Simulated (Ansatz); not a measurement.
# Pressure series of K₂S (Fm-3m)

```yaml
crystal:
  lattice:
    - [3.70313, 3.70313, 0.00000]
    - [-3.70313, 3.70313, 0.00000]
    - [0.00000, 3.70313, 3.70313]
  atoms:
    - { symbol: K, position: [0.25000, 0.75000, 0.50000] }
    - { symbol: K, position: [0.75000, 0.25000, 0.50000] }
    - { symbol: S, position: [0.00000, 0.00000, 0.00000] }
```

This is the zero-pressure cell under r²SCAN. Cell and atoms are relaxed by PAW (default files of Ansatz 0.2.0, cutoff 500 eV, stress met within about 0.05 GPa) at each pressure, in this structure whether or not another phase would take over; P is the pressure reached, less that of this cell. Levels come from r²SCAN, PAW on Ansatz 0.2.0's default frozen-core files (fitted under PBE), scalar-relativistic; k mesh 6×6×6, fixed occupations, cutoff 500 eV. Conduction levels are in eV over the valence top (at X), at fixed fractional wave vectors. Zone-centre phonons come from finite displacements by PAW, without the LO-TO term.

| P (GPa) | V/V₀ | Γ | X | L | T2g (cm⁻¹) | T1u TO (cm⁻¹) |
| --- | --- | --- | --- | --- | --- | --- |
| -1.97 | 1.1390 | 2.437 | 3.638 | 4.679 | 106.7 | 127.5 |
| 0.00 | 1.0000 | 2.753 | 3.710 | 4.951 | 126.7 | 169.2 |
| 1.99 | 0.9209 | 2.960 | 3.725 | 5.097 | 140.9 | 197.4 |
| 3.99 | ? | ? | ? | ? | ? | ? |
| 6.99 | 0.8061 | 3.301 | 3.692 | 5.280 | 166.7 | 246.7 |
| 9.98 | 0.7617 | 3.445 | 3.654 | 5.333 | 178.7 | 269.2 |
| 14.95 | 0.7069 | 3.632 | 3.582 | 5.378 | 195.4 | 300.2 |

Task: Fit the third-order Birch-Murnaghan equation to the rows shown.

Result: With f = [(V₀/V)^(2/3) − 1]/2, the normalised pressure F = P/[3f(1 + 2f)^(5/2)] is 19.7 GPa at f = -0.0415, 20.5 GPa at f = 0.0282, 21.0 GPa at f = 0.0773, 21.2 GPa at f = 0.0995, 21.5 GPa at f = 0.1301. The line F = B₀[1 + (3/2)(B′ − 4)f] gives B₀ = 20.2 GPa and B′ = 4.4.

Task: What are the volume deformation potentials and pressure coefficients of these levels at zero pressure?

Result: 

| level | dE/dlnV (eV) | dE/dP = −(dE/dlnV)/B₀ (meV/GPa) | mean slope up to 2.0 GPa (meV/GPa) |
| --- | --- | --- | --- |
| Γ | -2.50 | 123.8 | 104.1 |
| X | -0.34 | 16.6 | 7.7 |
| L | -1.91 | 94.8 | 73.5 |

dE/dlnV is the slope of a cubic fit in ln V at V₀. The last column is read from two rows and shows how the slope bends with pressure.

Task: What mode Grüneisen parameters follow?

Result: γ = −d ln ω/d ln V at V₀ from a quadratic fit in ln V: T2g 1.30, T1u 2.00.

Task: Fill the row at 3.99 GPa.

Result: The fits give V/V₀ = 0.8657 and Γ = 3.119 eV. Computed: V/V₀ = 0.8660, Γ = 3.117, X = 3.719, L = 5.191, T2g (cm⁻¹) = 152.4, T1u TO (cm⁻¹) = 219.6.

Task: Where does the lowest conduction level change its place?

Result: From Γ to X near 14.0 GPa, by linear interpolation between the computed rows. Errors in the spacing of the valleys shift these pressures.

Keep in mind: no other phase was computed; many crystals of this kind change structure within this range, and rows or crossings beyond such a change describe a metastable lattice; frozen-core PAW files fitted under PBE, their cores solved anew for the functional of the run; semilocal gaps are low, and the spacing of valleys can be off by tenths of an eV; levels are read at fixed fractional k, so an edge that moves off these points is missed.
